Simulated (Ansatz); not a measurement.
The system is Bi2TeSe2 (Skippenite).

```
Bi Te Se
1.0
     2.09150    1.20753    9.71233
    -2.09150    1.20753    9.71233
     0.00000   -2.41506    9.71233
Bi Te Se
2 1 2
Direct
  0.60194 0.60194 0.60194
  0.39806 0.39806 0.39806
  0.00000 0.00000 0.00000
  0.78840 0.78840 0.78840
  0.21160 0.21160 0.21160
```

- Program: Ansatz 0.2.0
- Task: relaxation of cell and atoms
- Functional: PBEsol
- Potentials or basis: Ansatz PAW
- Cutoff: 420 eV (not typed: the program's choice for these potentials)
- k mesh: 7 × 7 × 7
- Occupations: fermi-dirac, width 0.05 eV
- Spin: no spin polarisation

At the start: volume 29.43 Å³/atom.

Task: Where does the relaxation end?

Result: It ends after 6 steps and the volume is 29.83 Å³/atom (+1.3 %); space group R-3m (No. 166, to 0.05 Å).

The path:
| step | energy change (eV) | largest force (eV/Å) | volume (Å³) |
| --- | --- | --- | --- |
| 1 | 0.0000 | 1.7910 | 147.17 |
| 2 | -0.3215 | 0.3302 | 151.42 |
| 3 | -0.3437 | 0.0099 | 149.22 |
| 4 | -0.3448 | 0.0226 | 149.50 |
| 5 | -0.3451 | 0.0015 | 149.13 |
| 6 | -0.3454 | 0.0015 | 149.13 |

Final structure:
```
CELL_PARAMETERS angstrom
2.11006 1.21824 9.66890
-2.11006 1.21824 9.66890
0.00000 -2.43649 9.66890
ATOMIC_POSITIONS crystal
Bi 0.59424 0.59424 0.59424
Bi 0.40576 0.40576 0.40576
Te 0.00000 0.00000 0.00000
Se 0.79141 0.79141 0.79141
Se 0.20859 0.20859 0.20859
```

Caveat: the plane-wave basis is chosen anew once the cell has moved, so the energies of steps on either side of that aren't comparable; the PAW data sets come from PBE, with cores solved anew for the run's functional, which leaves a small shift of forces and pressure.
